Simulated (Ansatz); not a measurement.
Crystal: Li.

```
Li
1.0
    -1.75465    1.75465    1.75465
     1.75465   -1.75465    1.75465
     1.75465    1.75465   -1.75465
Li
1
Direct
  0.00000 0.00000 0.00000
```

* Program: Ansatz 0.2.0
* Task: single point
* Functional: PBE
* Potentials or basis: all-electron LAPW, scalar-relativistic
* Cutoff: 67 eV (chosen from the basis error)
* Basis error allowed: 0.001 eV/atom
* k mesh: 11 × 11 × 11
* Occupations: fermi-dirac, width 0.05 eV
* Spin: no spin polarisation

On this cell: pressure -0.8 GPa; band gap on the k mesh none (metal or under the smearing width).

The same run follows on a disturbed copy (cell strained at random at fixed volume):

```xyz
1
Lattice="-1.7333 1.7667 1.7352 1.7284 -1.7909 1.7546 1.7432 1.8008 -1.7595" Properties=species:S:1:pos:R:3 pbc="T T T"
Li   -0.0064   -0.0779    0.0361
```

Q: What changes?

A: The energy (extrapolated to zero smearing) moves by +0.2 meV/atom; pressure -0.8 GPa; band gap on the k mesh none (metal or under the smearing width).

Stress tensor (GPa, compression positive):
```
-0.77 -0.07  0.02
-0.07 -0.88  0.19
 0.02  0.19 -0.79
```
